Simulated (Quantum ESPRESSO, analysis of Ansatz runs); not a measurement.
# Migration in LaOF (R-3m): F_i by the interstitialcy path, charge −1 (Quantum ESPRESSO), part 3 of 3

Aim: the barrier of one jump in LaOF (R-3m) at charge −1: F_i by the interstitialcy path. The model is a cell of 36 host atoms with 1 F put in; F is the atom that moves.

Quantum ESPRESSO 7.5; Quantum ESPRESSO plane-wave DFT, PBEsol, GBRV 1.5 PBEsol potentials; nudged elastic band between two relaxed defect structures at fixed charge in a uniform background.

So far: The structure; Relaxation of the start point, charge −1; Relaxation of the end point, charge −1.

## Step 4: Nudged elastic band, charge −1

3 movable images are laid between the ends by interpolation. Each image feels the true force across the path and a spring force along it. The highest image is set to climb to the top of the path.

This step: Quantum ESPRESSO plane-wave DFT, PBEsol, GBRV 1.5 PBEsol potentials; nudged elastic band between two relaxed defect structures at fixed charge in a uniform background.

The input, neb.in:

```
BEGIN
BEGIN_PATH_INPUT
&PATH
  restart_mode = 'from_scratch'
  string_method = 'neb'
  nstep_path = 45
  ds = 1.5
  opt_scheme = 'broyden'
  num_of_images = 5
  k_max = 0.3
  k_min = 0.2
  CI_scheme = 'auto'
  path_thr = 0.05
/
END_PATH_INPUT
BEGIN_ENGINE_INPUT
&CONTROL
  prefix = 'pwscf'
  outdir = './tmp'
  pseudo_dir = './pseudo'
  disk_io = 'low'
/
&SYSTEM
  ibrav = 0
  nat = 37
  ntyp = 3
  ecutwfc = 40
  ecutrho = 324
  nbnd = 152
  occupations = 'fixed'
  tot_charge = -1
  nosym = .true.
/
&ELECTRONS
  conv_thr = 4d-08
  electron_maxstep = 100
  mixing_beta = 0.5
/
ATOMIC_SPECIES
La   138.9055 la_pbesol_v1.uspp.F.UPF
O     15.9990 o_pbesol_v1.2.uspp.F.UPF
F     18.9984 f_pbesol_v1.4.uspp.F.UPF
CELL_PARAMETERS angstrom
  -4.0151640879    6.9544679700    0.0000000000
 -12.0454922638    0.0000000000    0.0000000000
  -2.0075820440    1.1590779950    6.6877466598
BEGIN_POSITIONS
FIRST_IMAGE
ATOMIC_POSITIONS crystal
La     0.1302701529    0.0831547810    0.2253222902
La     0.3690742026    0.2481634725    0.7801170193
O      0.1859681901    0.1255241615    0.8716081095
O      0.3091694143    0.2097152738    0.1327532996
F      0.0641163730    0.0419470459    0.6149497005
F      0.4367547729    0.2901471343    0.3860896807
La     0.1193361061    0.4222774290    0.2277303056
La     0.3801059556    0.5778748794    0.7727111921
O      0.1907087649    0.4584139131    0.8687363191
O      0.3091061935    0.5415873855    0.1314501205
F      0.0811914018    0.3692049904    0.6174144746
F      0.4179456152    0.6307708588    0.3836863181
La     0.1307240629    0.7520261481    0.2204497768
La     0.3696325639    0.9169143906    0.7757866958
O      0.1904267825    0.7904553143    0.8681613418
O      0.3139952437    0.8745263211    0.1295673668
F      0.0624448959    0.7099996572    0.6149697901
F      0.4355068911    0.9582096243    0.3862720466
La     0.6293376117    0.0860990322    0.2241942839
La     0.8649427563    0.2567337753    0.7723467361
O      0.6921777824    0.1242029493    0.8706511632
O      0.8099363379    0.2083881493    0.1331982740
F      0.5638375249    0.0434321566    0.6132192094
F      0.9467836419    0.2781664048    0.3837921202
La     0.6312036184    0.4189039923    0.2390977089
La     0.8682093132    0.5811371337    0.7609125536
O      0.6850119099    0.4549029366    0.8923823255
O      0.8144476149    0.5447672670    0.1074861861
F      0.5558687925    0.3690640469    0.6218108934
F      0.9449025166    0.6309225886    0.3782208498
La     0.6350680096    0.7427775834    0.2287691974
La     0.8702832855    0.9137759854    0.7768493551
O      0.6897751954    0.7915157302    0.8678256040
O      0.8073614914    0.8757492763    0.1304232755
F      0.5524745156    0.7223482513    0.6170113462
F      0.9361682007    0.9564400745    0.3877151178
F      0.7497989965    0.5011305770    0.4996276848
INTERMEDIATE_IMAGE
ATOMIC_POSITIONS crystal
La     0.1304874524    0.0838512785    0.2287880354
La     0.3688678076    0.2481777937    0.7753834541
[... 35 atom lines left out ...]
INTERMEDIATE_IMAGE
ATOMIC_POSITIONS crystal
La     0.1307047519    0.0845477759    0.2322537807
La     0.3686614126    0.2481921149    0.7706498888
[... 35 atom lines left out ...]
INTERMEDIATE_IMAGE
ATOMIC_POSITIONS crystal
La     0.1309220514    0.0852442734    0.2357195259
La     0.3684550176    0.2482064362    0.7659163236
[... 35 atom lines left out ...]
LAST_IMAGE
ATOMIC_POSITIONS crystal
La     0.1311393509    0.0859407709    0.2391852711
La     0.3682486226    0.2482207574    0.7611827583
[... 3 atom lines left out ...]
F      0.4442185855    0.2979277169    0.3786406537
La     0.1346502795    0.4101686314    0.2283159848
[... 3 atom lines left out ...]
F      0.2496838466    0.1667223593    0.5006303334
[... 8 atom lines left out ...]
La     0.8801112620    0.2449923589    0.7724624274
[... 3 atom lines left out ...]
F      0.9178994868    0.2978341296    0.3832660281
[... 1 atom line left out ...]
La     0.8691530078    0.5839583949    0.7752909696
O      0.6902758470    0.4574476323    0.8680298019
O      0.8135218603    0.5416889891    0.1292313058
F      0.5623598333    0.3772863727    0.6146157271
F      0.9356253556    0.6253351523    0.3856473589
[... 4 atom lines left out ...]
F      0.5640653370    0.7085624561    0.6138063797
[... 1 atom line left out ...]
F      1.0524696549    0.3891650977    0.6165937063
END_POSITIONS
K_POINTS gamma
END_ENGINE_INPUT
END
```

Launch:

```sh
$ OMP_NUM_THREADS=1 mpirun -n 8 neb.x -ni 2 -inp neb.in > neb.out
```

The log of the run:

```text
[shortened: banners, details of potentials and solvers, and blank lines are left out]
[banner, memory and clock lines left out]
     path-images division:  nimage    =       2
     initial path length           =  6.4719 bohr
     initial inter-image distance  =  1.6180 bohr
     string_method                 =    neb
     restart_mode                  =    from_scratch
     opt_scheme                    =    broyden
     num_of_images                 =    5
     nstep_path                    =    45
     CI_scheme                     =    auto
     first_last_opt                =    F
     use_freezing                  =    F
     ds                            =    1.5000 a.u.
     k_max                         =    0.3000 a.u.
     k_min                         =    0.2000 a.u.
     path_thr                      =    0.0500 eV / A
     ------------------------------ iteration   1 ------------------------------
     activation energy (->) =   1.042688 eV
     activation energy (<-) =   1.042749 eV
     image        energy (eV)        error (eV/A)        frozen
         1     -30605.9640116            0.017350            T
         2     -30605.3974460            1.598922            F
         3     -30604.9213238            1.418473            F
         4     -30605.3948766            1.922929            F
         5     -30605.9640732            0.018173            T
     climbing image =  3
     path length          =  6.472 bohr
     inter-image distance =  1.618 bohr
     ------------------------------ iteration   2 ------------------------------
     activation energy (->) =   0.797404 eV
     activation energy (<-) =   0.797465 eV
     image        energy (eV)        error (eV/A)        frozen
         1     -30605.9640116            0.017350            T
         2     -30605.4660639            0.953154            F
         3     -30605.1666077            0.827095            F
         4     -30605.4605964            0.982549            F
         5     -30605.9640732            0.018173            T
     climbing image =  3
     path length          =  6.481 bohr
[...]
------------------------------ iteration   3 ------------------------------
     activation energy (->) =   0.546417 eV
     activation energy (<-) =   0.546479 eV
     image        energy (eV)        error (eV/A)        frozen
         1     -30605.9640116            0.017350            T
         2     -30605.5728239            0.560923            F
         3     -30605.4175943            0.350196            F
         4     -30605.5652869            0.472568            F
         5     -30605.9640732            0.018173            T
     climbing image =  3
     path length          =  6.546 bohr
[...]
------------------------------ iteration   4 ------------------------------
     activation energy (->) =   0.494732 eV
     activation energy (<-) =   0.494794 eV
     image        energy (eV)        error (eV/A)        frozen
         1     -30605.9640116            0.017350            T
         2     -30605.6104431            0.333407            F
         3     -30605.4692793            0.266893            F
         4     -30605.6031944            0.285314            F
         5     -30605.9640732            0.018173            T
     climbing image =  3
     path length          =  6.577 bohr
[...]
------------------------------ iteration   5 ------------------------------
     activation energy (->) =   0.417084 eV
     activation energy (<-) =   0.417146 eV
     image        energy (eV)        error (eV/A)        frozen
         1     -30605.9640116            0.017350            T
         2     -30605.6656861            0.149771            F
         3     -30605.5469272            0.167411            F
         4     -30605.6629422            0.151935            F
         5     -30605.9640732            0.018173            T
     climbing image =  3
     path length          =  6.713 bohr
[...]
------------------------------ iteration   6 ------------------------------
     activation energy (->) =   0.411068 eV
     activation energy (<-) =   0.411129 eV
     image        energy (eV)        error (eV/A)        frozen
         1     -30605.9640116            0.017350            T
         2     -30605.6690566            0.123040            F
         3     -30605.5529439            0.136278            F
         4     -30605.6664256            0.122230            F
         5     -30605.9640732            0.018173            T
     climbing image =  3
     path length          =  6.704 bohr
[...]
------------------------------ iteration   7 ------------------------------
     activation energy (->) =   0.399479 eV
     activation energy (<-) =   0.399541 eV
     image        energy (eV)        error (eV/A)        frozen
         1     -30605.9640116            0.017350            T
         2     -30605.6763395            0.082379            F
         3     -30605.5645321            0.116209            F
         4     -30605.6748575            0.083780            F
         5     -30605.9640732            0.018173            T
     climbing image =  3
     path length          =  6.731 bohr
[...]
------------------------------ iteration   8 ------------------------------
     activation energy (->) =   0.383133 eV
     activation energy (<-) =   0.383195 eV
     image        energy (eV)        error (eV/A)        frozen
         1     -30605.9640116            0.017350            T
         2     -30605.6860442            0.080051            F
         3     -30605.5808782            0.127530            F
         4     -30605.6857789            0.121444            F
         5     -30605.9640732            0.018173            T
     climbing image =  3
     path length          =  6.809 bohr
[...]
------------------------------ iteration   9 ------------------------------
     activation energy (->) =   0.379764 eV
     activation energy (<-) =   0.379825 eV
     image        energy (eV)        error (eV/A)        frozen
         1     -30605.9640116            0.017350            T
         2     -30605.6885179            0.070468            F
         3     -30605.5842480            0.117847            F
         4     -30605.6884471            0.115714            F
         5     -30605.9640732            0.018173            T
     climbing image =  3
     path length          =  6.821 bohr
[...]
------------------------------ iteration  10 ------------------------------
     activation energy (->) =   0.377142 eV
     activation energy (<-) =   0.377204 eV
     image        energy (eV)        error (eV/A)        frozen
         1     -30605.9640116            0.017350            T
         2     -30605.6903059            0.067071            F
         3     -30605.5868695            0.109154            F
         4     -30605.6903466            0.111705            F
         5     -30605.9640732            0.018173            T
     climbing image =  3
     path length          =  6.835 bohr
[...]
------------------------------ iteration  11 ------------------------------
     activation energy (->) =   0.374433 eV
     activation energy (<-) =   0.374495 eV
     image        energy (eV)        error (eV/A)        frozen
         1     -30605.9640116            0.017350            T
         2     -30605.6923587            0.058522            F
         3     -30605.5895784            0.096279            F
         4     -30605.6925495            0.094439            F
         5     -30605.9640732            0.018173            T
     climbing image =  3
     path length          =  6.835 bohr
[...]
------------------------------ iteration  12 ------------------------------
     activation energy (->) =   0.372124 eV
     activation energy (<-) =   0.372185 eV
     image        energy (eV)        error (eV/A)        frozen
         1     -30605.9640116            0.017350            T
         2     -30605.6940270            0.049806            F
         3     -30605.5918880            0.081689            F
         4     -30605.6943266            0.078948            F
         5     -30605.9640732            0.018173            T
     climbing image =  3
     path length          =  6.838 bohr
[...]
------------------------------ iteration  13 ------------------------------
     activation energy (->) =   0.369475 eV
     activation energy (<-) =   0.369536 eV
     image        energy (eV)        error (eV/A)        frozen
         1     -30605.9640116            0.017350            T
         2     -30605.6959441            0.035566            F
         3     -30605.5945367            0.057986            F
         4     -30605.6963953            0.056585            F
         5     -30605.9640732            0.018173            T
     climbing image =  3
     path length          =  6.844 bohr
[...]
------------------------------ iteration  14 ------------------------------
     activation energy (->) =   0.408144 eV
     activation energy (<-) =   0.408205 eV
     image        energy (eV)        error (eV/A)        frozen
         1     -30605.9640116            0.017350            T
         2     -30605.6718079            0.150729            F
         3     -30605.5558678            0.234834            F
         4     -30605.6746222            0.214734            F
         5     -30605.9640732            0.018173            T
     climbing image =  3
     path length          =  6.978 bohr
[...]
------------------------------ iteration  15 ------------------------------
     activation energy (->) =   0.366428 eV
     activation energy (<-) =   0.366490 eV
     image        energy (eV)        error (eV/A)        frozen
         1     -30605.9640116            0.017350            T
         2     -30605.6980688            0.026097            F
         3     -30605.5975833            0.043809            F
         4     -30605.6989092            0.036377            F
         5     -30605.9640732            0.018173            T
     climbing image =  3
     path length          =  6.861 bohr
     inter-image distance =  1.715 bohr
     neb: convergence achieved in  15 iterations
```

The job ended after 17 min (8 MPI ranks of Arm Neoverse V2, shared host; peak memory 4.3 GiB; 2.3 h of CPU time).

Images along the path:

```csv
image,path (Å),energy (eV),"F11: x, y, z (Å)"
0,0.000,0.0000,"-6.013, 1.280, 4.129"
1,0.995,0.2659,"-5.444, 1.656, 3.887"
2,1.820,0.3664,"-4.902, 1.902, 3.701"
3,2.641,0.2651,"-4.490, 2.089, 3.554"
4,3.631,-0.0001,"-4.016, 2.317, 3.348"
```

Numbers from this step:

```
barrier forward  : 0.3664 eV
barrier backward : 0.3665 eV
end less start   : -6.16e-5 eV
hop length       : 2.375 Å
```

The band met its tolerance of 0.05 eV/Å after 15 iterations, with image 2 on top (the start counts as 0). F11, which moves farthest between the ends, has 4 La at 2.45 to 2.61 Å and 2 F at 2.57 to 2.69 Å nearest at the start and 3 F at 2.41 to 2.57 Å, 3 La at 2.43 to 2.49 Å and 1 O at 2.49 Å at the top.

## Step 5: Outcome

* barrier forward: 0.37 eV
* barrier backward: 0.37 eV
* end less start: 0.00 eV
* hop length: 2.38 Å
* band iterations, as the log counts them: 15

**Reading.** The top of the band lies 0.37 eV above the start and 0.37 eV above the end. With an assumed prefactor of 1e13 per second it gives one hop a second along this one path at about 140 K; whether such hops link up through the crystal wasn't checked. The move is shared: F11 goes 2.38 Å and F37, whose hop length is listed, 2.38 Å. The order of the top as a saddle was not checked for all atoms, so a bent path could be lower. No image-charge correction is applied; it largely cancels along a path if the charge stays localised alike. What this leaves open: sampling at the zone centre alone can move energies of charged and open-shell states by tenths of an eV or more in cells of this size; periodic copies of the defect are only 7.1 Å apart; spin–orbit coupling, which can matter with heavy atoms, is left out.

[Logs are printed without paths, hosts, clocks, repeated set-up lines and the standing remarks that a program may print on its own settings, such as how far it seeks lower states.]

[Hosts, paths, dates, database ids (printed as entryN), source tags and the programs' standing remarks are cut or masked in the printed files.]
